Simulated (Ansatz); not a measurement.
A single-point calculation of zincblende SiC with the plane-wave code Ansatz, at the level r2SCAN. The cell was relaxed with r2SCAN and then strained (epitaxial -1.0 % in the xy plane, free normal strain +0.65 %), with the atoms relaxed again with r2SCAN; k points keep the names of the unstrained zone.

```yaml
crystal:
  lattice:
    - [0.0, 2.1562718275, 2.1922097029]
    - [2.1562718275, 0.0, 2.1922097029]
    - [2.1562718275, 2.1562718275, 0.0]
  atoms:
    - { symbol: Si, position: [0.0, 0.0, 0.0] }
    - { symbol: C, position: [0.25, 0.25, 0.25] }
kpoints:
  mp_grid: { grid: [10, 10, 10] }
  band_path:
    path:
      - [0.0, 0.0, 0.0]
      - [-0.5, -0.5, 0.0]
      - [-0.375, -0.375, 0.25]
      - [-0.375, 0.0, 0.375]
      - [0.0, 0.0, 0.5]
      - [-0.5, -0.25, 0.25]
      - [0.0, 0.5, 0.5]
    npoints: 1
hamiltonian:
  xc: r2scan
scf:
  occupations: { method: fixed }
  n_extra_bands: 4
output:
  forces: true
  stress: true
  eigenvalues: true
  write_density: true
  write_potential: true
  elf: true
  volumetric_format: npy
```

In the abridged output below, numbers in square brackets stand for lines, or ends of lines, that were taken out.
```
Functional definition: r2SCAN
  parameter k0 = 0.174
  parameter k1 = 0.065
  parameter a1 = 4.9479
  exchange = r2scan_x(k0 = k0, k1 = k1, a1 = a1)
  correlation = r2scan_c
Crystal: 2 atoms, lattice volume = 20.385 Å³
[1]
Bands: 8, of which v1, the nominal top of the filled ones, is band 4 counted from 1 (3 counted from 0)
Symmetry: 8 space group operations
Space group: I-4m2 (ITA 119)
k-points: 102 of 1000 (time reversal used)
SCF converged after 6 iterations
Free energy (F): -891.327777 eV
[2]
--- Stress (GPa, compression-positive) ---
[3]
--- Band table (eV; the first three rows and the last of 102) ---
[4]
```

The rows of the band table are 0: (0, 0, 0) = Γ, 1: (0, 0, 0.100), 2: (0, 0, 0.200), 101: (-1/2, -1/2, 0) = X.

Q: Give the withheld lines. They hold the stress, the Fermi energy and the band table, cutoff and plane waves at Γ.

A:
```
[1]
Basis set: ecut = 500 eV, 531 PW (Γ)
[2]
Fermi energy:    9.590746 eV
[3]
        4.796077       0.000000       0.000000
        0.000000       4.796077       0.000000
        0.000000       0.000000      -0.000542
  P = ⅓ Tr σ = 3.1972 GPa (31.972 kbar)
[4]
  k-point 0: bands = [-6.7499, 9.4704, 9.5907, 9.5907, 16.5363, 17.4981, 17.4981, 17.5431]
  k-point 1: bands = [-6.5450, 8.4964, 9.3650, 9.4589, 16.7735, 17.7529, 17.7651, 17.8974]
  k-point 2: bands = [-5.9403, 6.2753, 9.0213, 9.1556, 16.4461, 18.1038, 18.1846, 19.2281]
  k-point 101: bands = [-1.6775, 1.3059, 6.3152, 6.3152, 11.3612, 14.6275, 24.8875, 24.8875]
```
Only the leading digits can be foreseen; the rest is this run's record.

Run as `ansatz run input.yaml --threads 2 --pin off --max-ram 20275MiB --backend cpu --events-out ev --progress --plain --runs-dir out`. Wall time 2 s on 2 threads of AMD EPYC 7R13 Processor (Zen 3) (shared host), load about 3.6 per core; peak host memory 0.57 GiB.

Calculated for a static, non-magnetic cell.
